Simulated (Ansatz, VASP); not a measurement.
Two plane-wave programs on Ag

The input INCAR:

```
PREC = Accurate ; ENCUT = 520
EDIFF = 1E-7 ; ISMEAR = -1
SIGMA = 0.05 ; LREAL = F
LASPH = T ; NELM = 100
ALGO = Normal ; ISIF = 2
LWAVE = F ; LCHARG = F
GGA = PS ; NBANDS = 12
```

Contents of KPOINTS:

```
regular mesh
0
Gamma
  11 11 11
```

File POSCAR:

```
Ag
1.0
   -1.6881260479      1.6881260479      1.6881260479
    1.6881260479     -1.6881260479      1.6881260479
    1.6881260479      1.6881260479     -1.6881260479
Ag
1
Direct
    0.0000000000      0.0000000000      0.0000000000
```

File input.yaml:

```yaml
crystal:
  lattice:
    - [-1.6881260479, 1.6881260479, 1.6881260479]
    - [1.6881260479, -1.6881260479, 1.6881260479]
    - [1.6881260479, 1.6881260479, -1.6881260479]
  atoms:
    - { symbol: Ag, position: [0.0, 0.0, 0.0] }
hamiltonian:
  xc: pbesol
  pseudopotentials: { kind: paw }
kpoints:
  mp_grid: { grid: [11, 11, 11] }
scf:
  occupations: { method: fermi_dirac, width: 0.05 }
output:
  forces: true
  stress: true
  eigenvalues: true
```

Change from the starting cell: volume scaled by 1.06.

Alike in both runs: task single point; functional PBEsol; k mesh 11 × 11 × 11; occupations fermi-dirac, width 0.05 eV; no spin polarisation.

|  | VASP | Ansatz |
| --- | --- | --- |
| version | VASP 6.6.1 | Ansatz 0.2.0 |
| potentials or method | VASP PAW PBE potentials, release 64 (Ag) | Ansatz PAW |
| plane-wave cutoff (eV) | 520 | 420 |
| valence electrons in the cell | 11 | 19 |

Ansatz gave:

| Item | Value |
| --- | --- |
| gap on the k mesh at the Fermi level (eV) | none |
| pressure (GPa) | -10.8 |

**Question.** Estimate VASP's values.

**Answer.** gap on the k mesh at the Fermi level (eV): none; pressure (GPa): -10.9.

A gap of «none» marks a metal or a gap that the smearing closes. The two sets of potentials don't hold the same shells in valence.

Caveats: the PAW data sets were made with another functional, which shifts forces and pressure a little (VASP); the PAW data sets come from PBE, with cores solved anew for the run's functional, which leaves a small shift of forces and pressure (Ansatz).
